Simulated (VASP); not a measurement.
A run of VASP 6.6.1 is set up as follows.

The input INCAR:

```
  PREC = Accurate
  ENCUT = 600
  EDIFF = 1E-7
  ISMEAR = 0
  SIGMA = 0.03
  LREAL = False
  LASPH = True
  NELM = 80
  ALGO = Normal
  ISIF = 2
  LWAVE = False
  LCHARG = False
  GGA = CA
  IBRION = 2
  NSW = 40
  EDIFFG = -0.01
```

File KPOINTS:

```
Automatic mesh
0
Gamma
  8 8 8
```

Contents of POSCAR:

```
NaCl                                    
1.0
   -0.0000000000      2.7694847324      2.7694847324
    2.7694847324     -0.0000000000      2.7694847324
    2.7694847324      2.7694847324      0.0000000000
  Na              Cl            
     1     1
Direct
     1.0000000000000000    0.0000000000000000    0.0000000000000000
     0.5000000000000000    0.5000000000000000    0.5000000000000000
```

Potentials or basis: VASP PAW LDA potentials, release 64 (Na_pv, Cl).

Launch:

```sh
$ cat potpaw_LDA.64/Na_pv/POTCAR potpaw_LDA.64/Cl/POTCAR > POTCAR
$ mpirun -np 1 vasp_std > vasp.out
```

Q: Estimate the band gap on the k mesh.

A: 4.91 eV, direct.

Final structure:
```yaml
crystal:
  lattice:
    - [0.00000, 2.76948, 2.76948]
    - [2.76948, 0.00000, 2.76948]
    - [2.76948, 2.76948, 0.00000]
  atoms:
    - { symbol: Na, position: [0.00000, 0.00000, 0.00000] }
    - { symbol: Cl, position: [0.50000, 0.50000, 0.50000] }
```

Caveat: the relaxation stopped at its first step, so nothing moved.
